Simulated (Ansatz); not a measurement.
Consider AlSb in the zinc blende structure (space group F-43m, No. 216; a = 6.2255 Å). Axes: x, y, z lie along the cube axes.

Method: PBE (Ansatz, a quantum-chemistry and plane-wave program), no spin-orbit coupling.

It is then changed as follows: every lattice vector is shortened by 2.07 %, atoms relaxed at fixed cell.

**Question.** Predict the stress tensor and what it implies for the stiffness.

**Answer.** Stress of the strained cell less that of the base (GPa, compression positive):
```
   3.55    0.00    0.00
   0.00    3.55    0.00
   0.00    0.00    3.55
```

Then B = −ΔP/(ΔV/V₀) with ΔV/V₀ = -0.0608 gives secant stiffness values (nonlinear terms included at this strain): B ≈ 58 GPa.

As a check, the harmonic strain energy −½ V₀ Δσ:ε is 21 meV/atom; the computed energy rise is 19 meV/atom.

Stability against distortions was not tested.
